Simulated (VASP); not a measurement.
# Sr under changes of volume

One of the cells (51.864 Å³/atom); the others are scaled copies at fixed shape and fractional positions:

```
CELL_PARAMETERS angstrom
0.00000 2.95991 2.95991
2.95991 0.00000 2.95991
2.95991 2.95991 0.00000
ATOMIC_POSITIONS crystal
Sr 0.00000 0.00000 0.00000
```

```yaml
Program: VASP 6.6.1
Functional: PBEsol
Potentials_or_basis: VASP PAW PBE potentials, release 64 (Sr_sv)
Cutoff: 520 eV
k_mesh: 8 × 8 × 8
Occupations: fermi-dirac, width 0.05 eV
Spin: no spin polarisation
```

| volume (Å³/atom) | energy over the lowest point (meV/atom) | pressure (GPa) |
| --- | --- | --- |
| 49.790 | 3.07 | 0.6 |
| 50.827 | ? | ? |
| 51.864 | 0.00 | 0.0 |
| 52.901 | 0.99 | -0.2 |
| 53.939 | 3.46 | -0.5 |

**Question.** What does the run at 50.827 Å³/atom give?

**Answer.** Energy over the lowest point 0.65 meV/atom; pressure 0.3 GPa.

Worked out: A Birch-Murnaghan fit of order 2 (a polynomial in V^(-2/3)) to the other rows has its minimum at 51.73 Å³/atom with B0 = V·E''(V) = 12.7 GPa. It gives 0.63 meV/atom at 50.827 Å³/atom, against the run's 0.65, and -dE/dV = 0.2 GPa, against 0.3.

Energies are extrapolated to zero smearing.

Caveats: the PAW data sets were made with another functional, which shifts forces and pressure a little.
